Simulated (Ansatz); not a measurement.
## Polymorphs of Pb3O2

These are results of Ansatz, DFT PBE, scalar-relativistic, plane waves, PAW, not measurements. All cells share a 420 eV cutoff and Γ-centred k meshes spaced at most 0.3 Å⁻¹ (0.19 for metals, 2π included).

These are static lattice energies at zero pressure. The comparison covers the computed candidates alone. For metals, differences of a few meV/atom aren't resolved. Spin–orbit coupling is left out. No run is spin-polarised.

```csv
#,started from,space group,atoms,V (Å³/atom),ΔE (meV/atom),gap on mesh (eV)
1,"anti-A-type sesquioxide type, changed",P-3m1 (No. 164),5,21.0,0,0.00
2,anti-tetradymite type,R-3m (No. 166),5,20.9,2,0.00
3,a random cell,P6mm (No. 183),5,28.8,225,0.00
```

The first two are tied within the noise. The first: Space group P-3m1 (No. 164), trigonal, a = 3.529 Å, c = 9.713 Å. Around Pb on Wyckoff site a (1 atom of the primitive cell) lie 6 O at 2.65 Å; around Pb on Wyckoff site d (2 atoms of the primitive cell) lie 3 O at 2.56 Å; O has 6 Pb at 2.56–2.65 Å. Its energy against the elements is -0.61 eV/atom. Formation energies are uncorrected and refer to the lowest elemental structures computed at the same level (O₂ as a molecule).

```xyz
5
Lattice="3.5294 0.0000 0.0000 -1.7647 3.0566 0.0000 0.0000 0.0000 9.7132" Properties=species:S:1:pos:R:3 pbc="T T T"
Pb    0.0000    0.0000    0.0000
Pb    0.0000    2.0377    6.4684
Pb    1.7647    1.0189    3.2448
O     0.0000    2.0377    1.6989
O     1.7647    1.0189    8.0143
```

The second: Space group R-3m (No. 166), trigonal, a = 3.514 Å, c = 29.278 Å. Pb on Wyckoff site a (1 atom of the primitive cell) is coordinated by 6 O at 2.62 Å; Pb on Wyckoff site c (2 atoms of the primitive cell) is coordinated by 3 O at 2.58 Å; O is coordinated by 6 Pb at 2.58–2.62 Å.